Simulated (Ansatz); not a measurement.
Calculation for Pb (sc type): DFT, PBE, all-electron LAPW, non-relativistic (Ansatz 0.2.0). This run: sc relaxed.

The cell comes from a relaxation on PAW files under the same functional, begun from a prototype that needn't be the stable phase.

Command: `ansatz run input.yaml --threads 1 --pin off --max-ram 3072MiB --backend cpu --events-out ev --progress --plain --runs-dir out` It took 28 s on 1 thread of Arm Neoverse V2, on a shared host, peak memory 0.32 GiB.

```yaml
crystal:
  lattice:
    - [3.2517279272, 0.0, 0.0]
    - [0.0, 3.2517279272, 0.0]
    - [0.0, 0.0, 3.2517279272]
  atoms:
    - { symbol: Pb, position: [0.0, 0.0, 0.0] }
kpoints:
  mp_grid: { grid: [13, 13, 13] }
scf:
  occupations: { method: fermi_dirac, width: 0.05 }
hamiltonian:
  xc: pbe
  pseudopotentials:
    kind: all_electron
    lapw: { basis_error: 0.0005 }
    relativity: none
output:
  forces: true
  stress: true
  eigenvalues: true
  populations: true
relax:
  f_tol: 0.005
  max_steps: 25
  cell: {}
```

Output:

```
The last accepted step is kept in <dir> (removed where the run ends without a failure and the disk answers)
Pb: projections on atomic orbitals take those of the free atom 1s2 2s2 2p6 3s2 3p6 3d10 4s2 4p6 4d10 4f14 5s2 5p6 5d10 6s2 6p2, of charge +0.00 (hamiltonian.pseudopotentials.projection_atoms)
LAPW: plane waves up to 7.535 Å⁻¹, error target 5.0e-4 eV per atom; Pb in spheres of 1.577 Å, 36 of its electrons in bands, Dirac shells [] (how accurate: hamiltonian.pseudopotentials.lapw.basis_error, Limitations)
Engine: ansatz 0.2.0
Pseudopotentials: kind: all_electron
Pseudopotential: Pb, LAPW, valence charge 36, lapw/all_electron/none/Pb, Schrödinger's equation, point nucleus
Functional definition: PBE
  parameter kappa = 0.804
  parameter beta = 0.06672455060314922
  exchange = pbe_x(kappa = kappa, mu = beta*pi^2/3)
  correlation = pbe_c(beta = beta)
Crystal: 1 atoms, lattice volume = 34.383 Å³
Basis set: ecut = 216.3002617648634 eV, 251 PW (Γ), exchange–correlation at level 2
Bands: 22, of which v1, the nominal top of the filled ones, is band 18 counted from 1 (17 counted from 0)
Symmetry: 48 space group operations
Space group: Pm-3m (ITA 221), of the structure as read, at distance tolerance 3.3e-5 Å
k-points: 84 of 2197
Non-local potential: Pb, projectors of the file, none
Initial density: superposition of atomic densities (chi_scale 0.1, normalization cell)
Initial wavefunctions: plane waves of lowest kinetic energy (no species holds an atomic orbital)
Functional: x = pbe(κ = 0.804, μ = 0.2195149727645171), c = pbe(β = 0.06672455060314922)
iter 1 solved again at ethr=4.82e-5 eV; its pass at ethr=1.00e-1 eV (dr2=1.73e-2 eV) is discarded
SCF iter   1: F=—  HF=-531379.893837 eV  |F-HF|=—  |Δ(HF+E_count)|=         —  Δρ=8.51e-3  dr2=1.74e-2  ethr=4.82e-5  ⟨swp⟩=3.2  Hψ=11947  notcnv=0
preconditioner: auto → Kerker (q_TF=auto, 2.749 Å⁻¹)  [metal: Δε(μ)=0.063 eV  Ē_g=21.228 eV  σ=0.050 eV  W_gap=0.30  n_scr=18 (ndim 8)  ℏωp=23.7 eV  f_vac=0.088  D(μ)=0.54/eV (n_scr^D=0)]
SCF iter   2: F=—  HF=-531379.887178 eV  |F-HF|=—  |Δ(HF+E_count)|=   6.66e-3  Δρ=5.84e-3  dr2=1.01e-2  ethr=4.82e-5  ⟨swp⟩=2.0  Hψ=5606  notcnv=0
SCF iter   3: F=—  HF=-531379.889781 eV  |F-HF|=—  |Δ(HF+E_count)|=   2.60e-3  Δρ=3.32e-3  dr2=4.02e-3  ethr=2.80e-5  ⟨swp⟩=2.0  Hψ=5452  notcnv=0
SCF iter   4: F=—  HF=-531379.891050 eV  |F-HF|=—  |Δ(HF+E_count)|=   1.27e-3  Δρ=1.35e-3  dr2=9.85e-4  ethr=1.12e-5  ⟨swp⟩=2.0  Hψ=5436  notcnv=0
SCF iter   5: F=—  HF=-531379.891222 eV  |F-HF|=—  |Δ(HF+E_count)|=   1.72e-4  Δρ=4.87e-4  dr2=1.63e-4  ethr=2.74e-6  ⟨swp⟩=2.1  Hψ=5458  notcnv=0
SCF iter   6: F=—  HF=-531379.891256 eV  |F-HF|=—  |Δ(HF+E_count)|=   3.40e-5  Δρ=2.42e-4  dr2=3.14e-5  ethr=4.52e-7  ⟨swp⟩=2.9  Hψ=5532  notcnv=0
iter 7 solved again at ethr=4.85e-9 eV; its pass at ethr=8.71e-8 eV (dr2=1.75e-6 eV) is discarded
SCF iter   7: F=—  HF=-531379.891286 eV  |F-HF|=—  |Δ(HF+E_count)|=   3.02e-5  Δρ=5.57e-5  dr2=1.75e-6  ethr=4.85e-9  ⟨swp⟩=2.0  Hψ=9405  notcnv=0
SCF iter   8: F=—  HF=-531379.891286 eV  |F-HF|=—  |Δ(HF+E_count)|=   7.44e-8  Δρ=1.87e-5  dr2=1.34e-7  ethr=4.85e-9  ⟨swp⟩=3.0  Hψ=5608  notcnv=0
SCF iter   9: F=-531379.891286 eV  HF=-531379.891286 eV  |F-HF|=1.04e-8  |Δ(HF+E_count)|=   4.53e-8  Δρ=3.50e-6  dr2=3.73e-9  ethr=3.72e-10  ⟨swp⟩=2.9  Hψ=5564  notcnv=0
SCF 1 converged in 9 iterations: F = -531379.891286 eV  dr2 = 3.73e-9
relax step   1: F+E_penalty+E_count = -531379.89128636 eV  Δ(F+E_penalty+E_count) = +0.000e0 eV  max|allowed force component| = 0.000e0 eV/Å  Δτ_max = 0.0000 Å  P = +0.888 GPa  Ω = 34.383 Å³  (9 SCF iters, accepted)
Crystal: 1 atoms, lattice volume = 35.223 Å³
Basis set: ecut = 212.84710197725857 eV, 251 PW (Γ), exchange–correlation at level 2
Initial density: handed on by an earlier stage of this run
Initial wavefunctions: those handed on with the density
iter 1 solved again at ethr=3.32e-8 eV; its pass at ethr=1.00e-1 eV (dr2=1.20e-5 eV) is discarded
SCF iter   1: F=—  HF=-531379.893035 eV  |F-HF|=—  |Δ(HF+E_count)|=         —  Δρ=1.50e-4  dr2=1.50e-5  ethr=3.32e-8  ⟨swp⟩=5.0  Hψ=10476  notcnv=0
preconditioner: auto → Kerker (q_TF=auto, 2.738 Å⁻¹)  [metal: Δε(μ)=0.093 eV  Ē_g=21.345 eV  σ=0.050 eV  W_gap=0.40  n_scr=18 (ndim 8)  ℏωp=23.4 eV  f_vac=0.121  D(μ)=0.51/eV (n_scr^D=0)]
SCF iter   2: F=—  HF=-531379.893038 eV  |F-HF|=—  |Δ(HF+E_count)|=   2.94e-6  Δρ=1.23e-4  dr2=1.10e-5  ethr=3.32e-8  ⟨swp⟩=2.0  Hψ=5444  notcnv=0
SCF iter   3: F=—  HF=-531379.893042 eV  |F-HF|=—  |Δ(HF+E_count)|=   4.06e-6  Δρ=5.73e-5  dr2=2.62e-6  ethr=3.04e-8  ⟨swp⟩=2.3  Hψ=5467  notcnv=0
SCF iter   4: F=—  HF=-531379.893043 eV  |F-HF|=—  |Δ(HF+E_count)|=   7.23e-7  Δρ=2.26e-5  dr2=3.32e-7  ethr=7.27e-9  ⟨swp⟩=3.0  Hψ=5570  notcnv=0
SCF iter   5: F=-531379.893043 eV  HF=-531379.893043 eV  |F-HF|=1.54e-8  |Δ(HF+E_count)|=   1.13e-7  Δρ=1.06e-5  dr2=5.11e-8  ethr=9.23e-10  ⟨swp⟩=3.0  Hψ=5600  notcnv=0
SCF 2 converged in 5 iterations: F = -531379.893043 eV  dr2 = 5.11e-8
relax step   2: F+E_penalty+E_count = -531379.89304300 eV  Δ(F+E_penalty+E_count) = -1.757e-3 eV  max|allowed force component| = 0.000e0 eV/Å  Δτ_max = 0.0000 Å  P = -0.192 GPa  Ω = 35.223 Å³  (5 SCF iters, accepted)
Crystal: 1 atoms, lattice volume = 35.071 Å³
Basis set: ecut = 213.4624269200577 eV, 251 PW (Γ), exchange–correlation at level 2
iter 1 solved again at ethr=9.82e-10 eV; its pass at ethr=1.00e-1 eV (dr2=3.54e-7 eV) is discarded
SCF iter   1: F=—  HF=-531379.893138 eV  |F-HF|=—  |Δ(HF+E_count)|=         —  Δρ=2.86e-5  dr2=4.40e-7  ethr=9.82e-10  ⟨swp⟩=5.7  Hψ=10442  notcnv=0
preconditioner: auto → Kerker (q_TF=auto, 2.740 Å⁻¹)  [metal: Δε(μ)=0.093 eV  Ē_g=21.363 eV  σ=0.050 eV  W_gap=0.40  n_scr=18 (ndim 8)  ℏωp=23.5 eV  f_vac=0.121  D(μ)=0.52/eV (n_scr^D=0)]
SCF iter   2: F=—  HF=-531379.893138 eV  |F-HF|=—  |Δ(HF+E_count)|=   5.26e-8  Δρ=2.24e-5  dr2=3.06e-7  ethr=9.82e-10  ⟨swp⟩=2.0  Hψ=5441  notcnv=0
SCF iter   3: F=-531379.893138 eV  HF=-531379.893138 eV  |F-HF|=6.87e-9  |Δ(HF+E_count)|=   7.54e-8  Δρ=1.02e-5  dr2=8.08e-8  ethr=8.50e-10  ⟨swp⟩=2.0  Hψ=5441  notcnv=0
SCF 3 converged in 3 iterations: F = -531379.893138 eV  dr2 = 8.08e-8
relax step   3: F+E_penalty+E_count = -531379.89313807 eV  Δ(F+E_penalty+E_count) = -9.507e-5 eV  max|allowed force component| = 0.000e0 eV/Å  Δτ_max = 0.0000 Å  P = -0.008 GPa  Ω = 35.071 Å³  (3 SCF iters, accepted)
iter 1 solved again at ethr=2.14e-10 eV; its pass at ethr=1.00e-1 eV (dr2=7.69e-8 eV) is discarded
SCF iter   1: F=—  HF=-531379.893138 eV  |F-HF|=—  |Δ(HF+E_count)|=         —  Δρ=1.01e-5  dr2=7.67e-8  ethr=2.14e-10  ⟨swp⟩=3.1  Hψ=8926  notcnv=0
SCF iter   2: F=-531379.893138 eV  HF=-531379.893138 eV  |F-HF|=1.19e-8  |Δ(HF+E_count)|=  1.16e-10  Δρ=8.16e-6  dr2=5.11e-8  ethr=2.13e-10  ⟨swp⟩=2.0  Hψ=5441  notcnv=0
SCF 4 converged in 2 iterations: F = -531379.893138 eV  dr2 = 5.11e-8
relax step   4: F+E_penalty+E_count = -531379.89313784 eV  Δ(F+E_penalty+E_count) = +2.299e-7 eV  max|allowed force component| = 0.000e0 eV/Å  Δτ_max = 0.0000 Å  P = -0.008 GPa  Ω = 35.071 Å³  stress off target by 7.70e-3 GPa  SCF on the basis re-selected at this cell (its energy is not comparable with the rows above)  (2 SCF iters)
basis re-selected at this cell: Δ(F+E_penalty+E_count) = +2.299e-7 eV, ΔP = +0.000 GPa vs the last step (what re-selecting the basis moved, after the strain that the cell walked since its last selection, with what the two solves' SCF thresholds leave and, on support functions, any second-order correction that the steps lacked; it is no measure of the basis error at this ecutwfc). This SCF's stress stands 7.70e-3 GPa from its target on what of the cell is left free (relax.cell.stress_tol is 5.00e-2 GPa) and its largest allowed force component is 0.00e0 eV/Å (relax.f_tol is 5.00e-3 eV/Å): within both
SCF converged after 2 iterations
Free energy (F): -531379.893138 eV
Harris-Foulkes:  -531379.893138 eV  (|F-HF|=1.19e-8)
Internal energy: -531379.889030 eV  (E = F + TS)
E sigma→0 (E₀):  -531379.891084 eV
Entropy (-TS):   -0.004108 eV (-4.108 meV/atom)
Fermi energy:    13.735480 eV
--- Per-component energies (eV) ---
  E_band       = -2459.006297
  E_kinetic    = 531255.412455
  E_xc         = -9876.568404
  E_electrostatic = -1052758.733081  (all electrons and nuclei)
  E_smearing   = -0.004108  (= −TS)
  E_closure    = 0.000000  (closes the sum)
  E_atoms      = -531376.227581  (free atoms, spherical and without spin; not in F)
  Σ components = -531379.893138   (vs F -531379.893138, Δ=0.00e0)
  Basis errors (estimates in eV, not in F): energy 1.6e-4 per atom: plane waves 1.5e-4 (8.4e-5 summed), levels above the bands 6.1e-49, relativity 0.0e0, radial functions 1.2e-5, core shells 2.4e-8; eigenvalues (radial functions only) 1.2e-6; not estimated: angular momenta, meshes, grids; target (lapw.basis_error) 5.0e-4; muffin-tin radii Pb 1.588 Å
--- Forces (eV/Å), atoms counted from 1 ---
  atom   1  Pb     0.00000000    -0.00000000     0.00000000
  max |Σ_I F_I| component: 8.22e-33 eV/Å
--- Stress (GPa, compression-positive) ---
       -0.007698       0.000000       0.000000
        0.000000      -0.007698       0.000000
        0.000000       0.000000      -0.007698
  P = ⅓ Tr σ = -0.0077 GPa (-0.077 kbar)
--- Band table (eV; the first three rows and the last of 84) ---
  k-point 0: bands = ["-133.6505", "-133.6502", "-133.6502", "-133.6502", "-133.6500", "-133.6500", "-133.6500", "-96.3054", "-61.8478", "-61.8478", "-61.8478", "-6.6491", "-6.6491", "-6.2329", "-6.2329", "-6.2329", "4.2770", "18.3585", "18.3585", "18.3585", "21.5564", "21.5564"]
  k-point 1: bands = ["-133.6505", "-133.6502", "-133.6502", "-133.6502", "-133.6500", "-133.6500", "-133.6500", "-96.3054", "-61.8483", "-61.8478", "-61.8478", "-6.6480", "-6.6299", "-6.2392", "-6.2392", "-6.2324", "4.3616", "17.3465", "18.4535", "18.4535", "21.6096", "22.1795"]
  k-point 2: bands = ["-133.6505", "-133.6502", "-133.6502", "-133.6502", "-133.6500", "-133.6500", "-133.6500", "-96.3053", "-61.8496", "-61.8477", "-61.8477", "-6.6449", "-6.5766", "-6.2565", "-6.2565", "-6.2310", "4.6155", "15.5917", "18.7312", "18.7312", "21.7700", "22.5906"]
  k-point 83: bands = ["-133.6505", "-133.6502", "-133.6502", "-133.6502", "-133.6500", "-133.6500", "-133.6500", "-96.3039", "-61.8550", "-61.8550", "-61.8550", "-6.4629", "-6.4625", "-6.4625", "-6.0927", "-6.0927", "12.6704", "13.7199", "13.7199", "14.7149", "18.7602", "19.1250"]
--- Relaxed structure (3 steps of the walk, 3 accepted, 1 SCFs on fresh bases) ---
  F+E_penalty+E_count = -531379.89313784 eV   max|allowed force component| = 0.000e0 eV/Å   (the final SCF, on the basis selected at the relaxed cell)
  cell:  # Å, volume = 35.0708 Å³
    - [3.273271295781333, -8.9876730738071e-34, 0.0]
    - [-9.62964972193618e-34, 3.273271295781333, 0.0]
    - [0.0, 0.0, 3.273271295781333]
  atoms:
    - { symbol: Pb, position: [0.0, 0.0, 0.0] }
--- Löwdin populations: 1 site ---
  site symbol       q [e]
     0     Pb     81.9810
  spilling = 0.000232 (of n_electrons = 82.000000)
```

populations.tsv:

```
# site	symbol	l	j	q
# orbitals = lowdin
# n_electrons = 82.000000
# spilling = 0.000232
# projection_atom_Pb: 1s2 2s2 2p6 3s2 3p6 3d10 4s2 4p6 4d10 4f14 5s2 5p6 5d10 6s2 6p2
0	Pb	0_1S	-	2.000000
0	Pb	0_2S	-	1.999992
0	Pb	0_3S	-	1.999908
0	Pb	0_4S	-	1.999133
0	Pb	0_5S	-	1.989516
0	Pb	0_6S	-	1.505869
0	Pb	1_2P	-	6.000000
0	Pb	1_3P	-	5.999999
0	Pb	1_4P	-	5.999936
0	Pb	1_5P	-	5.994705
0	Pb	1_6P	-	2.500083
0	Pb	2_3D	-	10.000000
0	Pb	2_4D	-	9.999998
0	Pb	2_5D	-	9.991828
0	Pb	3_4F	-	14.000000
```

Next run (diamond relaxed), as changes to the input before:

```diff
   lattice:
-    - [3.2517279272, 0.0, 0.0]
-    - [0.0, 3.2517279272, 0.0]
-    - [0.0, 0.0, 3.2517279272]
+    - [0.0, 3.5292303156, 3.5292303156]
+    - [3.5292303156, 0.0, 3.5292303156]
+    - [3.5292303156, 3.5292303156, 0.0]
   atoms:
-    - { symbol: Pb, position: [0.0, 0.0, 0.0] }
+    - { symbol: Pb, position: [-0.125, -0.125, -0.125] }
+    - { symbol: Pb, position: [0.125, 0.125, 0.125] }
 kpoints:
-  mp_grid: { grid: [13, 13, 13] }
+  mp_grid: { grid: [11, 11, 11] }
 scf:
```

Results part of the output:

```
basis re-selected at this cell: Δ(F+E_penalty+E_count) = -6.100e-8 eV, ΔP = +0.000 GPa vs the last step (what re-selecting the basis moved, after the strain that the cell walked since its last selection, with what the two solves' SCF thresholds leave and, on support functions, any second-order correction that the steps lacked; it is no measure of the basis error at this ecutwfc). This SCF's stress stands 1.84e-3 GPa from its target on what of the cell is left free (relax.cell.stress_tol is 5.00e-2 GPa) and its largest allowed force component is 8.53e-18 eV/Å (relax.f_tol is 5.00e-3 eV/Å): within both
SCF converged after 2 iterations
Free energy (F): -1062759.933037 eV
Harris-Foulkes:  -1062759.933037 eV  (|F-HF|=6.52e-9)
Internal energy: -1062759.932632 eV  (E = F + TS)
E sigma→0 (E₀):  -1062759.932835 eV
Entropy (-TS):   -0.000405 eV (-0.202 meV/atom)
Fermi energy:    10.178815 eV
--- Per-component energies (eV) ---
  E_band       = -5180.996596
  E_kinetic    = 1062511.194989
  E_xc         = -19752.997481
  E_electrostatic = -2105518.130140  (all electrons and nuclei)
  E_smearing   = -0.000405  (= −TS)
  E_closure    = 0.000000  (closes the sum)
  E_atoms      = -1062752.455161  (free atoms, spherical and without spin; not in F)
  Σ components = -1062759.933037   (vs F -1062759.933037, Δ=0.00e0)
[... lines left out ...]
  k-point 1: bands = ["-137.2983", "-137.2983", "-137.2983", "-137.2983", "-137.2983", "-137.2983", "-137.2982", "-137.2982", "-137.2982", "-137.2982", "-137.2982", "-137.2982", "-137.2981", "-137.2980", "-99.9570", "-99.9538", "-65.5082", "-65.5082", "-65.5080", "-65.4956", "-65.4954", "-65.4954", "-10.2035", "-10.2035", "-10.1959", "-10.1309", "-10.1309", "-9.8713", "-9.8713", "-9.8545", "-9.8365", "-9.8365", "1.2795", "8.8317", "9.9857", "9.9857", "10.6951", "12.1829", "12.1829", "12.3316", "15.1162", "16.5988", "16.5988", "17.1697"]
  k-point 2: bands = ["-137.2983", "-137.2983", "-137.2983", "-137.2983", "-137.2983", "-137.2983", "-137.2982", "-137.2982", "-137.2982", "-137.2982", "-137.2982", "-137.2982", "-137.2981", "-137.2980", "-99.9569", "-99.9539", "-65.5083", "-65.5083", "-65.5077", "-65.4959", "-65.4952", "-65.4952", "-10.2139", "-10.2139", "-10.1904", "-10.1151", "-10.1151", "-9.8885", "-9.8885", "-9.8611", "-9.8228", "-9.8228", "1.4785", "7.6356", "9.7041", "9.7041", "10.7389", "12.5424", "12.5424", "13.2479", "15.7061", "16.2398", "16.2398", "17.0604"]
  k-point 55: bands = ["-137.2983", "-137.2983", "-137.2983", "-137.2983", "-137.2983", "-137.2983", "-137.2982", "-137.2982", "-137.2982", "-137.2982", "-137.2982", "-137.2982", "-137.2980", "-137.2980", "-99.9556", "-99.9552", "-65.5097", "-65.5095", "-65.5025", "-65.5010", "-65.4940", "-65.4938", "-10.2635", "-10.2565", "-10.0840", "-10.0439", "-10.0141", "-9.9895", "-9.9803", "-9.9457", "-9.7743", "-9.7673", "3.6149", "4.1306", "7.4095", "7.8098", "12.5654", "13.4050", "13.9432", "14.0041", "17.2452", "18.0407", "18.8264", "19.4012"]
--- Relaxed structure (3 steps of the walk, 3 accepted, 1 SCFs on fresh bases) ---
  F+E_penalty+E_count = -1062759.93303710 eV   max|allowed force component| = 8.529e-18 eV/Å   (the final SCF, on the basis selected at the relaxed cell)
  cell:  # Å, volume = 88.7984 Å³
    - [2.7387624676813793e-34, 3.5409929765661943, 3.5409929765661943]
    - [3.5409929765661943, 8.598440305511307e-35, 3.5409929765661943]
    - [3.5409929765661943, 3.5409929765661943, 9.235361809623258e-35]
  atoms:
    - { symbol: Pb, position: [-0.125, -0.125, -0.125] }
    - { symbol: Pb, position: [0.125, 0.125, 0.125] }
--- Löwdin populations: 2 sites ---
  site symbol       q [e]
     0     Pb     81.9799
     1     Pb     81.9799
  spilling = 0.000245 (of n_electrons = 164.000000)
```
